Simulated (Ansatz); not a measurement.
# AlN (Fm-3m): equation of state and elastic constants

The task here is to estimate one member of a computed series from the others.

Program: Ansatz 0.2.0. Level of theory: DFT PBEsol, scalar-relativistic, plane waves, PAW. These are calculated values, not measurements.

### The starting structure

It takes space group Fm-3m (No. 225, cubic). The conventional cell has a = 4.045 Å, b = 4.045 Å, c = 4.045 Å, α = 90.00°, β = 90.00°, γ = 90.00°. Al (site symmetry m-3m) is surrounded by 6 N at 2.02 Å. N (site symmetry m-3m) has 6 Al at 2.02 Å as nearest neighbours.

Coordinates:

```cif
data_structure
_symmetry_space_group_name_H-M 'P 1'
_symmetry_Int_Tables_number 1
_cell_length_a 2.8604
_cell_length_b 2.8604
_cell_length_c 2.8604
_cell_angle_alpha 60.000
_cell_angle_beta 60.000
_cell_angle_gamma 60.000
_cell_volume 16.55
loop_
_atom_site_label
_atom_site_type_symbol
_atom_site_fract_x
_atom_site_fract_y
_atom_site_fract_z
_atom_site_occupancy
Al1 Al 0.00000 0.00000 0.00000 1
N1 N 0.50000 0.50000 0.50000 1
```

This cell comes from an earlier session at PBEsol: 8.274 Å³/atom at 0.00 GPa, on a 14×14×14 mesh.

Volume factors to run: 0.980, 1.020, 0.960, 1.040.

The first run:

Contents of input.yaml:

```yaml
crystal:
  lattice:
    - [0.0, 2.0090396421, 2.0090396421]
    - [2.0090396421, 0.0, 2.0090396421]
    - [2.0090396421, 2.0090396421, 0.0]
  atoms:
    - { symbol: Al, position: [0.0, 0.0, 0.0] }
    - { symbol: "N", position: [0.5, 0.5, 0.5] }
basis:
  ecutwfc: 420
  ecutrho_ratio: 4
kpoints:
  mp_grid: { grid: [14, 14, 14] }
hamiltonian:
  xc: pbesol
scf:
  occupations: { method: gaussian, width: 0.05 }
output:
  forces: true
  stress: true
  eigenvalues: true
```

Among the steps run: At 0.980 of the relaxed volume; Volume × 1.020; Scaling the volume by 0.960; At 1.040 of the relaxed volume.

One table of the session follows, with a row left open; its other results are not shown here.

| volume (Å³/atom) | energy (meV/atom) | pressure (GPa) | gap (eV) |
| --- | --- | --- | --- |
| 7.943 | 11.62 | 11.64 | 4.94 |
| 8.109 | ? | ? | ? |
| 8.274 | 0.00 | 0.00 | 4.55 |
| 8.440 | 2.64 | -5.01 | 4.36 |
| 8.605 | 10.15 | -9.54 | 4.18 |

**Question.** Estimate the row for volume (Å³/atom) = 8.109.

Worked estimate for «energy (meV/atom)». A straight line through the neighbours (7.943, 11.62) and (8.274, 0.00) gives 11.62 + (0.00 − 11.62) × (8.109 − 7.943) / (8.274 − 7.943) = 5.79; a parabola fitted to 3 rows on both sides gives 2.98.

As computed: energy (meV/atom): 2.81; pressure (GPa): 5.53; gap (eV): 4.74. In «energy (meV/atom)» the line misses by +2.98 and the parabola by +0.17.

volume (Å³/atom), energy (meV/atom) and a bar:
```
     7.94       11.6 ##############################
     8.11        2.8 #######
     8.27        0.0 
     8.44        2.6 #######
     8.61       10.2 ##########################
```
